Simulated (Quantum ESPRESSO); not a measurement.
Crystal: Na.

```
CELL_PARAMETERS angstrom
-2.14100 2.14100 2.14100
2.14100 -2.14100 2.14100
2.14100 2.14100 -2.14100
ATOMIC_POSITIONS crystal
Na 0.00000 0.00000 0.00000
```

Base run:

* Program: Quantum ESPRESSO 7.5
* Functional: PBEsol
* Potentials or basis: PseudoDojo 0.4.1 SR PBEsol standard
* Cutoff: 1197 eV
* Density cutoff: 4789 eV
* k mesh: 9 × 9 × 9
* Occupations: fermi-dirac, width 0.05 eV
* Spin: no spin polarisation

Its results: band gap on the k mesh none (metal or under the smearing width); pressure -0.5 GPa.

Question: The run is repeated on the same cell with these changes: functional from PBEsol to LDA; potentials or basis from PseudoDojo 0.4.1 SR PBEsol standard to PseudoDojo 0.4.1 SR LDA standard. What comes out?

Answer: Band gap on the k mesh none (metal or under the smearing width); pressure -1.1 GPa.
